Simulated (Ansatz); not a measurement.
## Ba: electron density at the nuclei under pressure

```
Ba
1.0
     0.00000    3.23267    3.23267
     3.23267    0.00000    3.23267
     3.23267    3.23267    0.00000
Ba
1
Direct
  0.00000 0.00000 0.00000
```

The cell is the one relaxed in the Materials Project (mp-10679), not relaxed further here; entries there can be hypothetical.

No spin–orbit coupling, which matters for the heavy atoms here.

Level of theory: Ansatz 0.2.0, DFT, r2SCAN, all-electron PAW with datasets made for the crystal, scalar-relativistic.

Settings: a Γ-centred 9×9×9 k mesh, Fermi–Dirac smearing of 0.05 eV, cutoff 220 eV (chosen by the program for this cell), no spin polarisation.

The contact density is the mean electron density over the nuclear volume; its changes follow the s electrons' response to bonding and compression. Changes below are taken from the unscaled cell, where it is 2.06154e+06 e/Å³ at Ba.

The datasets are made afresh for each cell, so very small changes are uncertain. Scalar relativity leaves out the p1/2 density at heavy nuclei.

Question: Tabulate the changes with volume.

Answer: 
```
V/V(cell)  P (GPa)  Δρ(0) Ba (e/Å³)
   0.9500      0.3             2.07
   1.0000     -0.1             0.00
   1.0500     -0.4            -1.77
```
